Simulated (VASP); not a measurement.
Input of a VASP 6.6.1 run:

Contents of POSCAR:

```
V
1.0
   -1.5143500000      1.5143500000      1.5143500000
    1.5143500000     -1.5143500000      1.5143500000
    1.5143500000      1.5143500000     -1.5143500000
V
1
Direct
    0.0000000000      0.0000000000      0.0000000000
```

File INCAR.step1:

```
SYSTEM = V
PREC = Accurate
ENCUT = 600
EDIFF = 1E-8
ISMEAR = 1
SIGMA = 0.1
LREAL = .FALSE.
LASPH = .TRUE.
NELM = 100
ALGO = Normal
ISIF = 3
LWAVE = .FALSE.
LCHARG = .FALSE.
ISPIN = 2
MAGMOM = 2
LORBIT = 11
LMAXMIX = 4
METAGGA = R2SCAN
LMIXTAU = .TRUE.
IBRION = 2
NSW = 40
EDIFFG = -0.002
```

INCAR.step2

```
SYSTEM = V
PREC = Accurate
ENCUT = 600
EDIFF = 1E-8
ISMEAR = 1
SIGMA = 0.1
LREAL = .FALSE.
LASPH = .TRUE.
NELM = 100
ALGO = Normal
ISIF = 2
LWAVE = .FALSE.
LCHARG = .FALSE.
ISPIN = 2
MAGMOM = 2
LORBIT = 11
LMAXMIX = 4
METAGGA = R2SCAN
LMIXTAU = .TRUE.
IBRION = 6
NFREE = 2
POTIM = 0.015
NSW = 1
```

KPOINTS

```
Automatic mesh
0
G
  9 9 9
  0 0 0
```

Potentials or basis: VASP PAW PBE potentials, release 64 (V_sv).

The run is started by

```bash
$ cat potpaw_PBE.64/V_sv/POTCAR > POTCAR
$ cp INCAR.step1 INCAR
$ mpirun -np 1 vasp_std > vasp.out
$ cp CONTCAR POSCAR
$ cp INCAR.step2 INCAR
$ mpirun -np 1 vasp_std > vasp.out
```

(1) Predict the relaxed volume.

(2) Estimate the site moments.

(3) What does it give for the net moment?

## Answers

(1) 13.35 Å³/atom.

(2) V +0.33 μB.

(3) 0.41 μB per cell.

Caveat: the PAW data sets were made with another functional, which shifts forces and pressure a little.
